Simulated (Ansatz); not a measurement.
**MnS: moving Mn off its site**

MnS, F-43m, a = 5.600 Å (as given, not relaxed at this level: 1.8 GPa). This isn't the usual stable structure of the compound. Ansatz: r2SCAN, PAW, 500 eV, Γ-centred 10×10×10 mesh on 2 atoms, Gaussian smearing 0.05 eV; collinear spin, largest moment 4.3 μB.

```
CELL_PARAMETERS angstrom
0.00000 2.80000 2.80000
2.80000 0.00000 2.80000
2.80000 2.80000 0.00000
ATOMIC_POSITIONS crystal
Mn 0.00000 0.00000 0.00000
S 0.75000 0.75000 0.75000
```

Atom 1 (Mn) moves by x along the unit vector (1.000, 0.000, 0.000), with its periodic images; all else is held. y is the free energy of the cell over the start, F the force along the path summed over the moved atoms. Symmetry makes y even in x.

```
  x (Å) y (meV) F (eV/Å)
-0.3000        ?         ?
-0.1500     64.0      0.85
 0.0000      0.0      0.00
 0.0375      4.0     -0.21
 0.0750     16.1     -0.43
 0.1125     36.1     -0.64
 0.1875     99.5     -1.05
 0.2250    142.4     -1.24
 0.2625    192.5     -1.43
```

**Question.** Fit y = c2 x² + c4 x⁴ to the energies of the other rows, give the force constant, and predict energy and force of the missing row.

**Answer.** Least squares on the rows shown. y = 2867.7 x² − 1076.3 x⁴. The force constant is 2 c2 = 5.74 eV/Å² (for all images moving together, not for a lone atom). With two atoms in a cubic cell this is the optical mode at Γ without the LO field: ω = 521.5 √(2 c2/μ) = 278 cm⁻¹ for μ = 20.25 u. The force −dy/dx at the missing row is 1.60 eV/Å (computed 1.61). At x = -0.3000 the fit asked for gives 249.4 meV. The run gave 249.4 meV, the same to the digits shown.

The state reached may not be the lowest one. The cell holds one magnetic atom, so it can only be ferromagnetic; an antiferromagnetic order may lie lower.